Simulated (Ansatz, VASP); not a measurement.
Two plane-wave programs on Bi

POSCAR

```
Bi
1.0
    0.0000000000      3.3975022875      3.3975022875
    3.3975022875      0.0000000000      3.3975022875
    3.3975022875      3.3975022875      0.0000000000
Bi
2
Direct
    0.5000000000      0.5000000000      0.5000000000
    0.7500000000      0.7500000000      0.7500000000
```

File INCAR.step1:

```
SYSTEM = Bi
  PREC = Accurate
  ENCUT = 520
  ISMEAR = 0
  SIGMA = 0.1
  LREAL = .FALSE.
  LASPH = .TRUE.
  NELM = 80
  NBANDS = 22
  GGA = PE
  ALGO = Normal
  EDIFF = 1E-4
  LWAVE = .TRUE.
  LCHARG = .FALSE.
```

Contents of INCAR.step2:

```
SYSTEM = Bi
  PREC = Accurate
  ENCUT = 520
  EDIFF = 1E-6
  ISMEAR = 0
  SIGMA = 0.1
  LREAL = .FALSE.
  LASPH = .TRUE.
  NELM = 80
  ALGO = Normal
  ISIF = 2
  LWAVE = .FALSE.
  LCHARG = .FALSE.
  METAGGA = R2SCAN
  LMIXTAU = .TRUE.
  NBANDS = 22
  ISTART = 1
```

Contents of KPOINTS:

```
Automatic mesh
0
G
  6 6 6
  0 0 0
```

Input for Ansatz:

```yaml
crystal:
  lattice:
    - [0.0, 3.3975022875, 3.3975022875]
    - [3.3975022875, 0.0, 3.3975022875]
    - [3.3975022875, 3.3975022875, 0.0]
  atoms:
    - { symbol: Bi, position: [0.5, 0.5, 0.5] }
    - { symbol: Bi, position: [0.75, 0.75, 0.75] }
basis:
  ecutwfc: 500
kpoints:
  mp_grid: { grid: [6, 6, 6] }
hamiltonian:
  xc: r2scan
scf:
  occupations: { method: gaussian, width: 0.1 }
  lower_state_search: "off"
output:
  forces: true
  stress: true
  eigenvalues: true
```

Alike in both runs: task single point; functional r2SCAN; k mesh 6 × 6 × 6; occupations gaussian, width 0.1 eV; no spin polarisation.

```csv
,VASP,Ansatz
version,VASP 6.6.1,Ansatz 0.2.0
potentials or method,"VASP PAW PBE potentials, release 64 (Bi_d)","scalar-relativistic, plane waves, PAW"
plane-wave cutoff (eV),520,500
valence electrons in the cell,30,30
```

|  | VASP | Ansatz | Ansatz less VASP |
| --- | --- | --- | --- |
| gap on the k mesh at the Fermi level (eV) | none | none | - |
| pressure (GPa) | 9.2 | 9.2 | +0.04 |

A gap of «none» marks a metal or a gap that the smearing closes.

Caveats: the PAW data sets were made with another functional, which shifts forces and pressure a little (VASP); spin-orbit coupling is left out, which moves the levels of the heavy elements.
